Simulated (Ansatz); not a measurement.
## Equation of state of Ag$_{3}$O

A database entry relaxed whole under r2SCAN (P-31m):

```
Ag O
1.0
     5.32443    0.00000    0.00000
    -2.66222    4.61109    0.00000
     0.00000    0.00000    4.97156
Ag O
6 2
Direct
  0.31115 0.00000 0.22060
  0.00000 0.31115 0.22060
  0.68885 0.68885 0.22060
  0.00000 0.68885 0.77940
  0.68885 0.00000 0.77940
  0.31115 0.31115 0.77940
  0.33333 0.66667 0.50000
  0.66667 0.33333 0.50000
```

The cell was scaled uniformly, its shape held, and the atoms relaxed at each volume with plane-wave PAW DFT (Ansatz 0.2.0; r2SCAN, 500 eV, 7×7×7 Γ-centred mesh, fermi-dirac occupations of width 0.100 eV; no spin, no spin-orbit coupling). One row is withheld.

```csv
volume (Å³/atom),energy over the lowest (meV/atom),pressure (GPa)
14.342,22.1,8.34
14.647,9.4,5.19
14.952,?,?
15.257,0.0,-0.03
15.563,2.2,-2.17
15.868,8.1,-4.05
16.173,17.5,-5.70
```

Fit the pressures of the other rows to the third-order Birch-Murnaghan form.

With f = [(V₀/V)^(2/3) − 1]/2 and P = 3B₀f(1 + 2f)^(5/2)[1 + 3(B₀′ − 4)f/2], least squares gives V₀ = 15.25 Å³ an atom, B₀ = 114 GPa and B₀′ = 5.5; the rows miss the fit by less than 0.01 GPa. The slope of the energies differs from these pressures by less than 0.05 GPa.

What does the withheld row hold?

The fit gives 2.41 GPa at 14.952 Å³; the run gave 2.41 GPa and 2.2 meV an atom.

Caveats: the shape of the cell was held, so B₀ is an upper bound where the axes differ in stiffness; 0 K, fixed nuclei; the symmetry was kept, and this need not be the phase that is stable at 0 K; one mesh for all volumes; pressure is positive in compression.
